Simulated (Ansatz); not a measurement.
A run of Ansatz 0.2.0 is set up as follows.

File input.yaml:

```yaml
crystal:
  lattice:
    - [0.0, 2.1315, 2.1315]
    - [2.1315, 0.0, 2.1315]
    - [2.1315, 2.1315, 0.0]
  atoms:
    - { symbol: Co, position: [0.0, 0.0, 0.0], spin: 2.0 }
    - { symbol: O, position: [0.5, 0.5, 0.5] }
kpoints:
  mp_grid: { grid: [11, 11, 11] }
  band_path:
    path:
      - [0.0, 0.0, 0.0]
      - [0.5, 0.0, 0.5]
      - [0.5, 0.25, 0.75]
      - [0.375, 0.375, 0.75]
      - [0.0, 0.0, 0.0]
      - [0.5, 0.5, 0.5]
      - [0.625, 0.25, 0.625]
      - [0.5, 0.25, 0.75]
    npoints: 12
scf:
  occupations: { method: fermi_dirac, width: 0.05 }
hamiltonian:
  xc: pbesol
  pseudopotentials: { kind: all_electron, lapw: { basis_error: 0.001 } }
magnetization:
  spin_polarized: true
output:
  forces: true
  stress: true
  eigenvalues: true
```

Potentials or basis: all-electron LAPW, scalar-relativistic.

Launch:

```sh
$ ansatz run input.yaml --threads 2 --pin off --max-ram 6144MiB --backend cpu --events-out ev --progress --plain --runs-dir out
```

Problem. Estimate the band gap along the path.

Solution. None (metal or under the smearing width).

Problem. Predict the net moment.

Solution. 2.96 μB per cell.

Problem. What does it give for the pressure?

Solution. -10.8 GPa.

Levels at the corners of the path, in eV from the Fermi level:
Spin up:
| point | band 10 | band 11 | band 12 | band 13 | band 14 | band 15 | band 16 | band 17 | band 18 |
| --- | --- | --- | --- | --- | --- | --- | --- | --- | --- |
| Γ | -3.26 | -3.26 | -3.16 | -3.16 | -3.16 | 0.75 | 16.44 | 17.77 | 17.77 |
| X | -4.04 | -2.97 | -2.46 | -2.14 | -2.14 | 5.59 | 9.54 | 11.37 | 15.44 |
| W | -2.59 | -2.37 | -2.37 | -2.14 | -1.43 | 7.83 | 9.72 | 9.72 | 12.41 |
| K | -3.03 | -2.27 | -2.11 | -2.01 | -1.37 | 7.16 | 9.41 | 9.52 | 14.76 |
| Γ | -3.26 | -3.26 | -3.16 | -3.16 | -3.16 | 0.75 | 16.44 | 17.77 | 17.77 |
| L | -2.43 | -2.43 | -1.88 | 0.03 | 0.03 | 4.76 | 9.10 | 13.12 | 13.12 |
| U | -3.03 | -2.27 | -2.11 | -2.01 | -1.37 | 7.16 | 9.41 | 9.52 | 14.76 |
| W | -2.59 | -2.37 | -2.37 | -2.14 | -1.43 | 7.83 | 9.72 | 9.72 | 12.41 |
Spin down:
```
point  band 7  band 8  band 9  band 10  band 11  band 12  band 13  band 14  band 15  band 16
    Γ   -2.65   -2.65   -2.65    -1.11    -1.11    -1.11    -0.09    -0.09     1.31    16.37
    X   -6.53   -3.92   -3.92    -2.28     0.15     0.15     0.39     0.86     6.43    10.05
    W   -5.72   -5.72   -5.13    -0.38    -0.38     0.16     0.75     1.48     8.75    10.29
    K   -6.14   -5.76   -4.40    -1.04     0.00     0.17     1.00     1.47     7.97    10.04
    Γ   -2.65   -2.65   -2.65    -1.11    -1.11    -1.11    -0.09    -0.09     1.31    16.37
    L   -7.73   -4.74   -4.74    -0.11    -0.11     0.19     2.60     2.60     5.08     9.92
    U   -6.14   -5.76   -4.40    -1.04     0.00     0.17     1.00     1.47     7.97    10.04
    W   -5.72   -5.72   -5.13    -0.38    -0.38     0.16     0.75     1.48     8.75    10.29
```

Caveat: a cell with one magnetic atom can't hold antiferromagnetic order, which such compounds often take; semilocal functionals often make such compounds metallic where correlation or magnetic order opens a gap, which also shifts bond lengths.
